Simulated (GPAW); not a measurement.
# Pd (P6_3/mmc) in GPAW: a series of runs

One crystal, Pd, is run at these levels: PBE, PBEsol; tasks: single point, relaxation of cell and atoms.

Everything below comes from runs of GPAW 26.7.0. Logs are shortened: lines on timing, memory, paths and dates and some standing lists are left out, and cuts for length are marked. The log counts tension as positive stress, the text compression.

## 1. Starting point

The structure is hexagonal, space group P6_3/mmc (No. 194). Conventional cell: a = 2.784 Å, b = 2.784 Å, c = 4.629 Å, α = 90.00°, β = 90.00°, γ = 120.00°. Pd (site symmetry -6m2) is surrounded by 12 Pd at 2.78 to 2.82 Å.

This isn't the form of Pd at room conditions, which is fcc.

## 2. Single point, PBE

Contents of run.py:

```python
from ase.dft.bandgap import bandgap
from ase.io import read, write
from ase.units import GPa
from gpaw import GPAW, PW

atoms = read('Pd.xyz')

calc = GPAW(mode=PW(400),
            xc='PBE',
            kpts={'size': (9, 9, 5), 'gamma': True},
            occupations={'name': 'fermi-dirac', 'width': 0.05},
            nbands=29,
            maxiter=120,
            txt='gpaw.txt')
atoms.calc = calc
energy = atoms.get_potential_energy()
forces = atoms.get_forces()
stress = atoms.get_stress()
calc.write('gs.gpw')
write('result.traj', atoms)
print(f'Energy: {energy:.6f} eV')
print('Forces (eV/A):')
print(forces.round(4))
print('Stress (GPa):', (stress / GPa).round(3))
print('Fermi level:', round(calc.get_fermi_level(), 4), 'eV')
print(f'Gap: {bandgap(calc)[0]:.4f} eV, direct: {bandgap(calc, direct=True)[0]:.4f} eV')
```

Contents of Pd.xyz:

```xyz
2
Lattice="2.7836650458 0.0000000000 0.0000000000 -1.3918325229 2.4107246453 0.0000000000 0.0000000000 0.0000000000 4.6288930000" Properties=species:S:1:pos:R:3 pbc="T T T"
Pd    -0.0000000001      1.6071497636      1.1572232500
Pd     1.3918325230      0.8035748817      3.4716697500
```

Potentials or basis: GPAW PAW data sets (gpaw-data 1.2.1), pw.

The run is started by

```bash
> OMP_NUM_THREADS=1 python run.py
```

gpaw.txt:

```text
__  _  _
 | _ |_)|_||  |
 |__||  | ||/\| - 26.7.0

Input parameters:
  mode=PW(ecut=400.0),
  kpts=MonkhorstPack(size=(9, 9, 5), gamma=True),
  maxiter=120,
  nbands=29,
  occupations=Occupations(name='fermi-dirac', width=0.05),
  xc=XC(name='PBE')

Diagonalizing LCAO Hamiltonian
Converting LCAO to pw mode

          Pd

        Pd

Atoms  # Å, Bohr magnetons
|   | symbol |         x |        y |        z |    initial magnetic moments |
|---|--------|-----------|----------|----------|-----------------------------|
| 0 |     Pd | -0.000000 | 1.607150 | 1.157223 | ( 0.0000,  0.0000,  0.0000) |
| 1 |     Pd |  1.391833 | 0.803575 | 3.471670 | ( 0.0000,  0.0000,  0.0000) |

Unit cell  # Å
| periodic |         x |        y |        z |  lengths |     angles |
|----------|-----------|----------|----------|----------|------------|
|      yes |  2.783665 | 0.000000 | 0.000000 | 2.783665 |  90.000000 |
|      yes | -1.391833 | 2.410725 | 0.000000 | 2.783665 |  90.000000 |
|      yes |  0.000000 | 0.000000 | 4.628893 | 4.628893 | 120.000000 |

Number of symmetries: 12
Symmetry operations  # r_c * U_cc + t_c -> r_c
|    | kind |            matrix            |
|----|------|------------------------------|
|  0 |  σ   |  1, 1, 0,  0,-1, 0,  0, 0, 1 |
|  1 |  S6  |  1, 1, 0, -1, 0, 0,  0, 0,-1 |
|  2 |  E   |  1, 0, 0,  0, 1, 0,  0, 0, 1 |
|  3 |  C2  |  1, 0, 0, -1,-1, 0,  0, 0,-1 |
|  4 |  C2  |  0, 1, 0,  1, 0, 0,  0, 0,-1 |
|  5 |  C3  |  0, 1, 0, -1,-1, 0,  0, 0, 1 |
|  6 |  S6  |  0,-1, 0,  1, 1, 0,  0, 0,-1 |
|  7 |  σ   |  0,-1, 0, -1, 0, 0,  0, 0, 1 |
|  8 |  σ   | -1, 0, 0,  1, 1, 0,  0, 0, 1 |
|  9 |  i   | -1, 0, 0,  0,-1, 0,  0, 0,-1 |
| 10 |  C3  | -1,-1, 0,  1, 0, 0,  0, 0, 1 |
| 11 |  C2  | -1,-1, 0,  0, 1, 0,  0, 0,-1 |

BZ-sampling:
  Number of BZ points: 405
  Number of IBZ points: 50

  Monkhorst-Pack size: [9, 9, 5]
  Monkhorst-Pack shift: [0, 0, 0]

K-points  # in reciprocal-cell coordinates
|     |                                coordinates |     weight |
|-----|--------------------------------------------|------------|
|   0 | (  0.00000000,   0.00000000,   0.00000000) | 0.00246914 |
|   1 | (  0.00000000,   0.00000000,   0.20000000) | 0.00493827 |
|   2 | (  0.00000000,   0.00000000,   0.40000000) | 0.00493827 |
|   3 | (  0.11111111,   0.00000000,  -0.40000000) | 0.01481481 |
|   4 | (  0.11111111,   0.00000000,  -0.20000000) | 0.01481481 |
|   5 | (  0.11111111,   0.00000000,   0.00000000) | 0.01481481 |
|   6 | (  0.11111111,   0.00000000,   0.20000000) | 0.01481481 |
|   7 | (  0.11111111,   0.00000000,   0.40000000) | 0.01481481 |
|   8 | (  0.22222222,  -0.11111111,   0.00000000) | 0.01481481 |
|   9 | (  0.22222222,  -0.11111111,   0.20000000) | 0.02962963 |
| ... |                                            |            |
|  49 | (  0.44444444,   0.44444444,   0.40000000) | 0.02962963 |

Plane wave coefficients: 575
Cutoff: 400.0 eV

Spin-components: 1 (collinear spins)
Bands:           29
Projectors:      12
Spin-degeneracy: 2
Datatype:        complex128

Parallelization:
  kpt:    1
  domain: 1
  band:   1

Density:
  Valence electrons: 32.0
  Components: 1
  Grid points: [14 14 24]
  Charge: 0.0  # |e|

Potential:
  Grid points: [14 14 24]

species:
  Pd:
    name:    Palladium
    Z:       46.0
    valence: 16
    core:    30
    charge:  0.0  # [|e|]
    compensation charges:
      type: gauss
      rc: 0.38  # [Å]
      lmax: 2
    cutoffs:
      filter: 2.38  # [Å]
      core: 2.28  # [Å]
    projectors
    | kind |    occ | energy [eV] | rcut [Å] |
    |------|--------|-------------|----------|
    |   5s |  0.000 |      -3.315 |    1.228 |
    |   4p |  6.000 |     -51.209 |    1.360 |
    |   5p |  0.000 |      -0.314 |    1.360 |
    |   4d | 10.000 |      -4.047 |    1.228 |
    |    s |        |      23.896 |    1.228 |
    |    d |        |      23.165 |    1.228 |

    Using partial waves for Pd as LCAO basis

Reference energy: -274454.981436  # eV

eigensolver:
  PPCG
  Converge bands: occupied
  niter=2

density mixing:
  MSR1-Mixer
  Pratt-step length: 0.05
  Maximum mixing coefficient: 0.75
  Old densities: 10
  SVD Regularization: 0.005
  Good broyden scale: 1.0
  Trust region scale: 1.0
  Backstep threshold: 4.0
  History deletion threshold: 6.0
  Fourier metric: weight=20.0, sigma=0.015

occupation numbers:
  Fermi-Dirac:
    width: 0.0500  # eV

poisson solver:
  ecut: 3200.0  # eV

xc functional:
  name: PBE with 2 nearest neighbor stencil

convergence criteria:
- Maximum [total energy] change in last 3 cyles: 0.0005 eV / valence electron
- Maximum integral of absolute [dens]ity change: 0.0001 electrons / valence electron
- Maximum integral of absolute [eigenst]ate change: 4e-08 eV^2 / valence electron
maximum number of iterations: 120

SCF iterations
|iter     | |      energy | eigst |  dens |
|---------|-|-------------|-------|-------|
|iter:   1| |   -9.604367 | -0.17 |       |
|iter:   2| |   -9.101420 | -2.44 | -0.97 |
|iter:   3| |   -7.625380 | -1.26 | -1.03 |
|iter:   4| |   -7.607812 | -3.33 | -2.00 |
|iter:   5| |   -7.602035 | -3.57 | -2.15 |
|iter:   6| |   -7.602027c| -6.02 | -3.55 |
|iter:   7| |   -7.602028c| -7.33 | -4.11c|
|iter:   8| |   -7.602028c| -7.86c| -4.91c|

Converged in 8 steps
Energy contributions relative to reference atoms: (reference = -274454.981436)

Energy contributions:
  Kinetic:          -7.716765
  Coulomb:          -2.027992
  Zero:             -0.233625
  External:          0.000000
  Xc:                2.402507
  Entropy:          -0.052306
  Spinorbit:         0.000000
  ----------------------------
  Free energy:      -7.628181
  Extrapolated:     -7.602028

dipole moment: (-0.000000, -0.000001, -0.000001)  # |e|*Ang

Fermi level: 8.677
Eigenvalues  # (at kpt = [0.000, 0.000, 0.000])
| band index |      eig [eV] | occ [0-2] |
|------------|---------------|-----------|
|          0 |       -41.161 |     2.000 |
|        ... |               |           |
|          9 |         6.147 |     2.000 |
|         10 |         6.147 |     2.000 |
|         11 |         6.473 |     2.000 |
|         12 |         6.473 |     2.000 |
|         13 |         7.114 |     2.000 |
|         14 |         7.114 |     2.000 |
[... 8 lines left out ...]
|         23 |        31.234 |     0.000 |
|         24 |        33.055 |     0.000 |
|        ... |               |           |
|         28 |        34.377 |     0.000 |

No gap
No difference between direct/indirect transitions

Forces  # eV/Ang
|       x |       y |        z |
|---------|---------|----------|
| 0.00000 | 0.00000 |  0.00030 |  # Pd   0
| 0.00000 | 0.00000 | -0.00030 |  # Pd   1

Stress tensor  # eV/Ang^3
|        x |        y |        z |
|----------|----------|----------|
| 0.026114 | 0.000000 | 0.000000 |
| 0.000000 | 0.026114 | 0.000000 |
| 0.000000 | 0.000000 | 0.021643 |

# Writing to gs.gpw (mode='')
```

It took 16 s on 1 thread of Arm Neoverse V1, shared host; peak memory 0.14 GiB.

These settings aren't checked as converged: the numbers below hold their error.

Results:

* Free energy: -7.6282 eV
* Pressure: -3.9 GPa
* Band gap on the k mesh: none (metal or under the smearing width)

Caveat: the cutoff is short for stress and forces, so pressures can be off by a GPa or more.

## 3. Single point, PBE

Edit run.py of step 2 so:

```diff
@@ -1,3 +1,4 @@
+from ase import Atoms
 from ase.dft.bandgap import bandgap
-from ase.io import read, write
+from ase.io import write
 from ase.units import GPa
@@ -5,5 +6,11 @@
 
-atoms = read('Pd.xyz')
+atoms = Atoms(['Pd', 'Pd'],
+              cell=[[2.7836650458, 0.0, 0.0],
+                    [-1.3918325229, 2.4107246453, 0.0],
+                    [0.0, 0.0, 4.628893]],
+              scaled_positions=[[0.3333333333, 0.6666666667, 0.25],
+                                [0.6666666667, 0.3333333333, 0.75]],
+              pbc=True)
 
-calc = GPAW(mode=PW(400),
+calc = GPAW(mode=PW(500),
             xc='PBE',
```

Potentials or basis: GPAW PAW data sets (gpaw-data 1.2.1), pw.

The run is started by

```bash
> OMP_NUM_THREADS=1 python run.py
```

Run time: 14 s. Hardware: 1 thread of Arm Neoverse V2, shared host; peak memory 0.17 GiB.

The run converged. Its results:

```yaml
Free_energy: -7.7036 eV
Pressure: -1.7 GPa
Band_gap_on_the_k_mesh: none (metal or under the smearing width)
```

Stress tensor (GPa, compression positive):
```
-1.89  0.00  0.00
 0.00 -1.89  0.00
 0.00  0.00 -1.21
```

Levels at points of the mesh, in eV from the Fermi level:
```csv
k point,band 13,band 14,band 15,band 16,band 17,band 18,band 19,band 20
"(0.00, 0.00, 0.00)",-2.20,-1.56,-1.56,-0.23,-0.23,0.95,6.66,17.25
```

Caveat: the cutoff is short for stress and forces, so pressures can be off by a GPa or more.

## 4. Relaxation of cell and atoms, PBEsol

Contents of run.py:

```python
from ase import Atoms
from ase.filters import FrechetCellFilter
from ase.io import write
from ase.optimize import BFGS
from gpaw import GPAW, PW, setup_paths

setup_paths.insert(0, '.')

atoms = Atoms(['Pd', 'Pd'],
              cell=[[2.7836650458, 0.0, 0.0],
                    [-1.3918325229, 2.4107246453, 0.0],
                    [0.0, 0.0, 4.628893]],
              scaled_positions=[[0.3333333333, 0.6666666667, 0.25],
                                [0.6666666667, 0.3333333333, 0.75]],
              pbc=True)

calc = GPAW(mode=PW(600),
            xc='PBEsol',
            kpts={'size': (8, 8, 4), 'gamma': True},
            occupations={'name': 'fermi-dirac', 'width': 0.05},
            nbands=29,
            convergence={'density': 1e-05, 'forces': 0.0001},
            maxiter=150,
            txt='gpaw.txt')
atoms.calc = calc
opt = BFGS(FrechetCellFilter(atoms), trajectory='relax.traj', logfile='-')
done = opt.run(fmax=0.02, steps=60)
calc.write('gs.gpw')
write('result.traj', atoms)
print('Converged:', done)
print('Cell:', atoms.cell.cellpar().round(4))
print('Volume:', round(atoms.get_volume(), 4))
print(atoms.get_scaled_positions().round(5))
```

Potentials or basis: PAW data sets generated in the run's folder for this functional, pw.

The run is started by

```bash
> gpaw-setup -f PBEsol Pd
> OMP_NUM_THREADS=1 python run.py
```

gpaw.txt:

```text
__  _  _
 | _ |_)|_||  |
 |__||  | ||/\| - 26.7.0

Input parameters:
  mode=PW(ecut=600.0),
  convergence={'density': 1e-05, 'forces': 0.0001},
  kpts=MonkhorstPack(size=(8, 8, 4), gamma=True),
  maxiter=150,
  nbands=29,
  occupations=Occupations(name='fermi-dirac', width=0.05),
  xc=XC(name='PBEsol')

Diagonalizing LCAO Hamiltonian
Converting LCAO to pw mode

          Pd

        Pd

Atoms  # Å, Bohr magnetons
|   | symbol |         x |        y |        z |    initial magnetic moments |
|---|--------|-----------|----------|----------|-----------------------------|
| 0 |     Pd | -0.000000 | 1.607150 | 1.157223 | ( 0.0000,  0.0000,  0.0000) |
| 1 |     Pd |  1.391833 | 0.803575 | 3.471670 | ( 0.0000,  0.0000,  0.0000) |
[... 190 lines left out ...]
No gap
No difference between direct/indirect transitions

Stress tensor  # eV/Ang^3
|         x |        y |        z |
|-----------|----------|----------|
|  0.062707 | 0.000000 | 0.000000 |
| -0.000000 | 0.062707 | 0.000000 |
|  0.000000 | 0.000000 | 0.059130 |

Forces  # eV/Ang
|        x |       y |        z |
|----------|---------|----------|
| -0.00000 | 0.00000 |  0.00003 |  # Pd   0
|  0.00000 | 0.00000 | -0.00003 |  # Pd   1

Interpolating wave functions to new cell

          Pd
[... 198 lines left out ...]
No gap
No difference between direct/indirect transitions

Stress tensor  # eV/Ang^3
|         x |         y |        z |
|-----------|-----------|----------|
|  0.043005 | -0.000000 | 0.000000 |
| -0.000000 |  0.043005 | 0.000000 |
|  0.000000 |  0.000000 | 0.039964 |

Forces  # eV/Ang
|       x |        y |        z |
|---------|----------|----------|
| 0.00000 |  0.00000 | -0.00004 |  # Pd   0
| 0.00000 | -0.00000 |  0.00004 |  # Pd   1

Interpolating wave functions to new cell

          Pd
[... 199 lines left out ...]
No gap
No difference between direct/indirect transitions

Stress tensor  # eV/Ang^3
|         x |         y |         z |
|-----------|-----------|-----------|
| -0.004892 |  0.000000 |  0.000000 |
|  0.000000 | -0.004892 | -0.000000 |
|  0.000000 | -0.000000 | -0.006353 |

Forces  # eV/Ang
|        x |        y |        z |
|----------|----------|----------|
|  0.00000 | -0.00000 | -0.00001 |  # Pd   0
| -0.00000 | -0.00000 |  0.00001 |  # Pd   1

Interpolating wave functions to new cell

          Pd

        Pd

Atoms  # Å, Bohr magnetons
|   | symbol |         x |        y |        z |    initial magnetic moments |
|---|--------|-----------|----------|----------|-----------------------------|
| 0 |     Pd | -0.000000 | 1.575966 | 1.136424 | ( 0.0000,  0.0000,  0.0000) |
| 1 |     Pd |  1.364827 | 0.787983 | 3.409278 | ( 0.0000,  0.0000,  0.0000) |

Unit cell  # Å
| periodic |         x |        y |         z |  lengths |     angles |
|----------|-----------|----------|-----------|----------|------------|
|      yes |  2.729653 | 0.000000 |  0.000000 | 2.729653 |  90.000000 |
|      yes | -1.364827 | 2.363949 | -0.000000 | 2.729653 |  90.000000 |
|      yes | -0.000000 | 0.000000 |  4.545702 | 4.545702 | 120.000000 |

Number of symmetries: 12
Symmetry operations  # r_c * U_cc + t_c -> r_c
|    | kind |            matrix            |
|----|------|------------------------------|
|  0 |  σ   |  1, 1, 0,  0,-1, 0,  0, 0, 1 |
|  1 |  S6  |  1, 1, 0, -1, 0, 0,  0, 0,-1 |
|  2 |  E   |  1, 0, 0,  0, 1, 0,  0, 0, 1 |
|  3 |  C2  |  1, 0, 0, -1,-1, 0,  0, 0,-1 |
|  4 |  C2  |  0, 1, 0,  1, 0, 0,  0, 0,-1 |
|  5 |  C3  |  0, 1, 0, -1,-1, 0,  0, 0, 1 |
|  6 |  S6  |  0,-1, 0,  1, 1, 0,  0, 0,-1 |
|  7 |  σ   |  0,-1, 0, -1, 0, 0,  0, 0, 1 |
|  8 |  σ   | -1, 0, 0,  1, 1, 0,  0, 0, 1 |
[... 169 lines left out ...]
No gap
No difference between direct/indirect transitions

Stress tensor  # eV/Ang^3
|        x |         y |         z |
|----------|-----------|-----------|
| 0.000834 |  0.000000 |  0.000000 |
| 0.000000 |  0.000834 | -0.000000 |
| 0.000000 | -0.000000 | -0.000659 |

Forces  # eV/Ang
|        x |       y |        z |
|----------|---------|----------|
|  0.00000 | 0.00000 | -0.00000 |  # Pd   0
| -0.00000 | 0.00000 |  0.00000 |  # Pd   1

# Writing to gs.gpw (mode='')
```

stdout:

```text
Step          Energy          fmax
BFGS:    0       -9.049156        0.973931
BFGS:    1       -9.081858        0.654392
BFGS:    2       -9.105729        0.092759
BFGS:    3       -9.106073        0.012239
Converged: True
Cell: [  2.7297   2.7297   4.5457  90.      90.     120.    ]
Volume: 29.3323
[[0.33333 0.66667 0.25   ]
 [0.66667 0.33333 0.75   ]]
```

Wall time 69 s (1 thread of Arm Neoverse V1, shared host); peak memory 0.22 GiB.

What came out:

| Quantity | Value |
| --- | --- |
| Free energy | -9.1061 eV |
| Relaxed volume | 14.67 Å³/atom |
| Relaxed cell | a = 2.730 Å, b = 2.730 Å, c = 4.546 Å, α = 90.00°, β = 90.00°, γ = 120.00° |
| Space group after relaxing (to 0.05 Å) | P6_3/mmc (No. 194) |
| Energy gained by relaxing | 29.4 meV/atom |
| Ionic steps | 4 |
| Pressure after relaxing | -0.1 GPa |
| Band gap on the k mesh | none (metal or under the smearing width) |

The path:
| step | energy change (eV) | largest force (eV/Å) | pressure (GPa) | volume (Å³) |
| --- | --- | --- | --- | --- |
| 1 | 0.0000 | 0.0000 | -9.86 | 31.06 |
| 2 | -0.0334 | 0.0000 | -6.73 | 30.43 |
| 3 | -0.0585 | 0.0000 | 0.86 | 29.20 |
| 4 | -0.0587 | 0.0000 | -0.05 | 29.33 |

Final structure:
```
CELL_PARAMETERS angstrom
2.72965 0.00000 0.00000
-1.36483 2.36395 0.00000
0.00000 0.00000 4.54570
ATOMIC_POSITIONS crystal
Pd 0.33333 0.66667 0.25000
Pd 0.66667 0.33333 0.75000
```

Caveat: later steps reuse the first step's grids.
